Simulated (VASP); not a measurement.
# BN (P6_3/mmc) in VASP: dielectric tensor with PBE+D3(BJ)

Aim: the dielectric tensor of BN with PBE+D3(BJ).

All numbers are computed with VASP 6.6.1; they aren't measurements. Logs are shortened: lines on timing, memory, paths and dates and some standing lists are left out, and cuts for length are marked.

## (1) Starting point

Symmetry: P6_3/mmc, No. 194, hexagonal system. The conventional cell has a = 2.507 Å, b = 2.507 Å, c = 6.586 Å, α = 90.00°, β = 90.00°, γ = 120.00°. Around B (site symmetry -6m2) lie 3 N at 1.45 Å. N (site symmetry -6m2) is surrounded by 3 B at 1.45 Å.

## (2) Dielectric tensor, PBE+D3(BJ)

Input file INCAR:

```
  PREC = Accurate
  ENCUT = 520
  EDIFF = 1E-7
  ISMEAR = 0
  SIGMA = 0.02
  LREAL = F
  LASPH = T
  NELM = 60
  ALGO = Normal
  ISIF = 2
  LWAVE = F
  LCHARG = F
  GGA = PE
  IVDW = 12
  LEPSILON = T
  KPAR = 4
```

Input file KPOINTS:

```
regular mesh
0
Gamma
  9 9 4
```

Input file POSCAR:

```
BN                                      
1.0
    2.5068123860      0.0000000000      0.0000000000
   -1.2534061930      2.1709632040      0.0000000000
    0.0000000000      0.0000000000      6.5855779625
  B               N             
     2     2
Direct
     0.3333333300000021    0.6666666699999979    0.2500000000000000
     0.6666666699999979    0.3333333300000021    0.7500000000000000
     0.3333333300000021    0.6666666699999979    0.7500000000000000
     0.6666666699999979    0.3333333300000021    0.2500000000000000
```

Potentials or basis: VASP PAW PBE potentials, release 64 (B, N).

Started as:

```console
$ cat potpaw_PBE.64/B/POTCAR potpaw_PBE.64/N/POTCAR > POTCAR
$ mpirun -np 4 vasp_std > vasp.out
```

OUTCAR:

```text
PREC = Accurate
   ENCUT = 520
   EDIFF = 1E-7
   ISMEAR = 0
   LREAL = F
   LASPH = T
   NELM = 60
   ISIF = 2
   GGA = PE
   IVDW = 12
   LEPSILON = T
 IVDW          = 12

 ion  position               nearest neighbor table
   1  0.333  0.667  0.250-   4 1.45   4 1.45   4 1.45
   2  0.667  0.333  0.750-   3 1.45   3 1.45   3 1.45
   3  0.333  0.667  0.750-   2 1.45   2 1.45   2 1.45
   4  0.667  0.333  0.250-   1 1.45   1 1.45   1 1.45

  LATTYP: Found a hexagonal cell.
 ALAT       =     2.5068123860
 C/A-ratio  =     2.6270725321

  Lattice vectors:

 A1 = (   2.5068123860,   0.0000000000,   0.0000000000)
 A2 = (  -1.2534061930,   2.1709632040,   0.0000000000)
 A3 = (   0.0000000000,   0.0000000000,   6.5855779625)

Analysis of symmetry for initial positions (statically):
=====================================================================
 Subroutine PRICEL returns:
 Original cell was already a primitive cell.

 Routine SETGRP: Setting up the symmetry group for a
 hexagonal supercell.

 Subroutine GETGRP returns: Found 24 space group operations
 (whereof 12 operations were pure point group operations)
 out of a pool of 24 trial point group operations.

The static configuration has the point symmetry D_3d.
 The point group associated with its full space group is D_6h.

Analysis of symmetry for dynamics (positions and initial velocities):
=====================================================================
 Subroutine PRICEL returns:
 Original cell was already a primitive cell.

 Routine SETGRP: Setting up the symmetry group for a
 hexagonal supercell.

 Subroutine GETGRP returns: Found 24 space group operations
 (whereof 12 operations were pure point group operations)
 out of a pool of 24 trial point group operations.

The dynamic configuration has the point symmetry D_3d.
 The point group associated with its full space group is D_6h.

 Subroutine INISYM returns: Found 24 space group operations
 (whereof 12 operations are pure point group operations),
 and found     1 'primitive' translations

----------------------------------------------------------------------------------------

                                     Primitive cell

  volume of cell :      35.8400

  direct lattice vectors                    reciprocal lattice vectors
     2.506812386  0.000000000  0.000000000     0.398912980  0.230312517  0.000000000
    -1.253406193  2.170963204  0.000000000     0.000000000  0.460625034  0.000000000
     0.000000000  0.000000000  6.585577963     0.000000000  0.000000000  0.151846961

  length of vectors
     2.506812386  2.506812382  6.585577963     0.460625033  0.460625034  0.151846961

  position of ions in fractional coordinates (direct lattice)
     0.333333330  0.666666670  0.250000000
     0.666666670  0.333333330  0.750000000
     0.333333330  0.666666670  0.750000000
     0.666666670  0.333333330  0.250000000

  ion indices of the primitive-cell ions
   primitive index   ion index
                 1           1
                 2           2
                 3           3
                 4           4

----------------------------------------------------------------------------------------

 KPOINTS: regular mesh

Automatic generation of k-mesh.
 Grid dimensions read from file:
 generate k-points for:    9    9    4

 Generating k-lattice:

  Cartesian coordinates                     Fractional coordinates (reciprocal lattice)
     0.044323664  0.025590280  0.000000000     0.111111111  0.000000000  0.000000000
     0.000000000  0.051180559  0.000000000     0.000000000  0.111111111  0.000000000
     0.000000000  0.000000000  0.037961740     0.000000000  0.000000000  0.250000000

  Length of vectors
     0.051180559  0.051180559  0.037961740

  Shift w.r.t. Gamma in fractional coordinates (k-lattice)
     0.000000000  0.000000000  0.000000000

 Subroutine IBZKPT returns following result:
 ===========================================

 Found     36 irreducible k-points:

 Following reciprocal coordinates:
            Coordinates               Weight
  0.000000  0.000000  0.000000      1.000000
  0.111111  0.000000  0.000000      6.000000
  0.222222  0.000000  0.000000      6.000000
  0.333333  0.000000  0.000000      6.000000
  0.444444  0.000000  0.000000      6.000000
  0.111111  0.111111  0.000000      6.000000
[... 16 lines left out ...]
  0.333333  0.222222  0.250000     24.000000
  0.333333  0.333333  0.250000      4.000000
 [... further k-points ...]
   k-points           NKPTS =     36   k-points in BZ     NKDIM =     36   number of bands    NBANDS=     12
   number of dos      NEDOS =    301   number of ions     NIONS =      4
   total plane-waves  NPLWV =  20000
[... 26 lines left out ...]
   NELECT =      16.0000    total number of electrons
   NUPDOWN=      -1.0000    fix difference up-down
   EMIN   =  10.00;   EMAX   =-10.00  energy-range for DOS
   EFERMI =   0.00;   METHOD = LEGACY
   ISMEAR =     0;   SIGMA  =   0.02  broadening in eV -4-tet -1-fermi 0-gaus
   EFERMI_NEDOS =   21; number of points for ismear=-14 and -15
   IALGO  =     38    algorithm
   IMIX   =      4    mixing-type and parameters
     AMIX     =   0.40;   BMIX     =  1.00
     AMIX_MAG =   1.60;   BMIX_MAG =  1.00
  volume/ion in A,a.u.               =       8.96        60.47
  Fermi-wavevector in a.u.,A,eV,Ry     =   1.251196  2.364418 21.299812  1.565492
  Thomas-Fermi vector in A             =   2.385155
   LORBIT       =      0    0 simple, 1 ext, 2 COOP (PROOUT), +10 PAW based schemes
   GGA     = PE    functional components
   LHFCALC =     F    Hartree Fock is set to
   AEXX    =    0.0000 exact exchange contribution
   IVDW    =    12    specifies the selected vdW correction
   LEPSILON=     T    determine dielectric tensor
   LRPA    =     F    only Hartree local field effects (RPA)
 non-spin polarized calculation
 Gauss-broadening in eV      SIGMA  =   0.02
  energy-cutoff  :      520.00
  volume of cell :       35.84
 maximum number of plane-waves:       985
 NGX is ok and might be reduce to    20
   NGX =  9   NGY =  9   NGZ = 25

--------------------------------------- Ionic step        1  -------------------------------------------

 number of electron      15.9999997 magnetization

 E-fermi :   2.4779     XC(G=0): -10.1178

 val. band max:        2.3249301000   @ k =   0.3333   0.3333   0.5000
 cond. band min:       6.7043005259   @ k =   0.4444   0.1111   0.0000
 fundamental gap:      4.3793704259
 Fermi energy:         2.4779017124

 k-point     1 :       0.0000    0.0000    0.0000
  band No.  band energies     occupation
      1     -15.4620      2.00000
      2     -15.1481      2.00000
      3      -3.9080      2.00000
      4      -1.6935      2.00000
      5       0.9909      2.00000
      6       0.9909      2.00000
      7       1.0315      2.00000
      8       1.0315      2.00000
      9       7.6393      0.00000
     10      12.7273      0.00000
     11      13.8427      0.00000
     12      13.8431      0.00000
[... 331 lines left out ...]
 k-point    24 :       0.3333    0.3333    0.2500
  band No.  band energies     occupation
      1     -11.6468      2.00000
      2     -11.6468      2.00000
      3      -5.6064      2.00000
      4      -5.4846      2.00000
      5      -4.8170      2.00000
      6      -4.8170      2.00000
      7       2.2796      2.00000
      8       2.2796      2.00000
      9       7.0737      0.00000
     10       7.0737      0.00000
     11      13.4021      0.00000
     12      15.6050      0.00000

 [... further k-points ...]

  FORCE on cell =-STRESS in cart. coord.  units (eV):
  Direction    XX          YY          ZZ          XY          YZ          ZX
  --------------------------------------------------------------------------------------
  -------------------------------------------------------------------------------------
  Total       0.00022     0.00022    -0.00211    -0.00000     0.00000    -0.00000
  in kB       0.00986     0.00986    -0.09440    -0.00000     0.00000    -0.00000
  external pressure =       -0.02 kB  Pullay stress =        0.00 kB

 VOLUME and BASIS-vectors are now :
 -----------------------------------------------------------------------------
  energy-cutoff  :      520.00
  volume of cell :       35.84
      direct lattice vectors                 reciprocal lattice vectors
     2.506812386  0.000000000  0.000000000     0.398912980  0.230312517  0.000000000
    -1.253406193  2.170963204  0.000000000     0.000000000  0.460625034  0.000000000
     0.000000000  0.000000000  6.585577963     0.000000000  0.000000000  0.151846961

 POSITION                                       TOTAL-FORCE (eV/Angst)
 -----------------------------------------------------------------------------------
     -0.00000      1.44731      1.64639         0.000000     -0.000000      0.000000
      1.25341      0.72365      4.93918        -0.000000      0.000000      0.000000
     -0.00000      1.44731      4.93918         0.000000      0.000000      0.000000
      1.25341      0.72365      1.64639        -0.000000     -0.000000      0.000000
 -----------------------------------------------------------------------------------
    total drift:                               -0.000002      0.000001      0.000000

  FREE ENERGIE OF THE ION-ELECTRON SYSTEM (eV)
  ---------------------------------------------------
  free  energy   TOTEN  =       -35.7175927905 eV

  energy  without entropy=      -35.7175927905  energy(sigma->0) =      -35.71759279

 HEAD OF MICROSCOPIC STATIC DIELECTRIC TENSOR (INDEPENDENT PARTICLE, excluding Hartree and local field effects)
 ------------------------------------------------------
           4.872739     0.000000     0.000000
           0.000000     4.872739     0.000000
           0.000000    -0.000000     3.049403
 ------------------------------------------------------

 Free energy of the ion-electron system (eV)
  ---------------------------------------------------
  ---------------------------------------------------
  free energy    TOTEN  =        -0.40005958 eV

  energy without entropy =       -0.40005958

------------------------ aborting loop because EDIFF is reached ----------------------------------------

 Edisp (eV)   -0.56903

 E8    (eV) :    -0.1668
[... 7 lines left out ...]
 E8    (eV) :    -0.1668

--------------------------------------- Ionic step        3  -------------------------------------------

 Free energy of the ion-electron system (eV)
  ---------------------------------------------------
  ---------------------------------------------------
  free energy    TOTEN  =        -0.19103321 eV

  energy without entropy =       -0.19103321

------------------------ aborting loop because EDIFF is reached ----------------------------------------

 Edisp (eV)   -0.56903

 E8    (eV) :    -0.1668

 PIEZOELECTRIC TENSOR FIELD DIRECTION 3  (e Angst)
 -----------------------------------------------------------------------------
    -0.00025  0.00000 -0.00000           ( -0.00000  0.00000  0.00000)
     0.00000 -0.00025 -0.00000           (  0.00000 -0.00000 -0.00000)
    -0.00000  0.00000  0.00028           (  0.00000 -0.00000 -0.00001)

 PIEZOELECTRIC TENSOR FIELD DIRECTION 3  (C/m^2)
 -----------------------------------------------------------------------------
    -0.00011  0.00000 -0.00000
     0.00000 -0.00011 -0.00000
    -0.00000  0.00000  0.00012

 MACROSCOPIC STATIC DIELECTRIC TENSOR (including local field effects in DFT)
 ------------------------------------------------------
           4.782662    -0.000000     0.000000
           0.000000     4.782662    -0.000000
           0.000000    -0.000000     2.732026
 ------------------------------------------------------

 PIEZOELECTRIC TENSOR (including local field effects)  for field in x, y, z        (e  Angst)
          XX          YY          ZZ          XY          YZ          ZX
  --------------------------------------------------------------------------------
  x     0.00000     0.00000     0.00000     0.00000     0.00000     0.00000
  y     0.00000     0.00000     0.00000     0.00000     0.00000     0.00000
  z     0.00000     0.00000     0.00000     0.00000     0.00000     0.00000

 PIEZOELECTRIC TENSOR (including local field effects)  for field in x, y, z        (C/m^2)
          XX          YY          ZZ          XY          YZ          ZX
  --------------------------------------------------------------------------------
  x     0.00000     0.00000     0.00000     0.00000     0.00000     0.00000
  y     0.00000     0.00000     0.00000     0.00000     0.00000     0.00000
  z     0.00000     0.00000     0.00000     0.00000     0.00000     0.00000

 BORN EFFECTIVE CHARGES (including local field effects) (in |e|, cummulative output)
 ---------------------------------------------------------------------------------
 ion    1
    1     2.71381     0.00000     0.00000
    2     0.00000     2.71381     0.00000
    3     0.00000    -0.00000     0.76538
 ion    2
    1     2.71381     0.00000     0.00000
    2     0.00000     2.71381     0.00000
    3     0.00000     0.00000     0.76538
 ion    3
    1    -2.71381     0.00000     0.00000
    2     0.00000    -2.71381     0.00000
    3     0.00000     0.00000    -0.76538
 ion    4
    1    -2.71381     0.00000     0.00000
    2     0.00000    -2.71381     0.00000
    3    -0.00000     0.00000    -0.76538
```

Wall time 63 s (4 MPI ranks of Intel Xeon Platinum 8259CL at 2.50GHz (Skylake/Cascade Lake), shared host); peak memory 0.23 GiB.

Results:

- Band gap on the k mesh: 4.38 eV, indirect (least direct gap 4.63 eV)
- Electronic dielectric tensor (diagonal): 4.78, 4.78, 2.73
- Born charges (mean of the diagonal): B +2.06; N -2.06 e
- Dispersion energy per atom: -0.142 eV

Levels at points of the mesh, in eV from the valence-band top:
```tsv
k point	band 5	band 6	band 7	band 8	band 9	band 10	band 11	band 12
(0.00, 0.00, 0.00)	-1.33	-1.33	-1.29	-1.29	5.31	10.40	11.52	11.52
(0.00, 0.00, 0.50)	-1.31	-1.31	-1.31	-1.31	7.72	7.72	11.58	11.58
```

Electronic dielectric tensor:
```
4.78 0.00 0.00
0.00 4.78 0.00
0.00 0.00 2.73
```

Born effective charge tensors (e):
atom 1, B
```
2.71 0.00 0.00
0.00 2.71 0.00
0.00 0.00 0.77
```
atom 2, B
```
2.71 0.00 0.00
0.00 2.71 0.00
0.00 0.00 0.77
```
atom 3, N
```
-2.71  0.00  0.00
 0.00 -2.71  0.00
 0.00  0.00 -0.77
```
atom 4, N
```
-2.71  0.00  0.00
 0.00 -2.71  0.00
 0.00  0.00 -0.77
```

Caveat: an odd mesh through Γ misses points on the zone boundary, where band edges often lie.
